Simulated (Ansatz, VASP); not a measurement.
## Nb: VASP beside Ansatz

```xyz
1
Lattice="2.7348 0.0000 0.0000 0.0000 2.7348 0.0000 0.0000 0.0000 2.7348" Properties=species:S:1:pos:R:3 pbc="T T T"
Nb    0.0000    0.0000    0.0000
```

Change from the starting cell: volume scaled by 1.02.

Alike in both runs: task single point; functional PBE; k mesh 13 × 13 × 13; occupations fermi-dirac, width 0.03 eV; no spin polarisation.

|  | VASP | Ansatz |
| --- | --- | --- |
| version | VASP 6.6.1 | Ansatz 0.2.0 |
| potentials or method | VASP PAW PBE potentials, release 64 (Nb_sv), cutoff 520 eV | all-electron LAPW, scalar-relativistic |

|  | VASP | Ansatz | Ansatz less VASP |
| --- | --- | --- | --- |
| pressure (GPa) | -2.7 | -2.5 | +0.18 |

Ansatz ran all-electron here, so the differences hold the error of VASP's frozen core and of both bases.
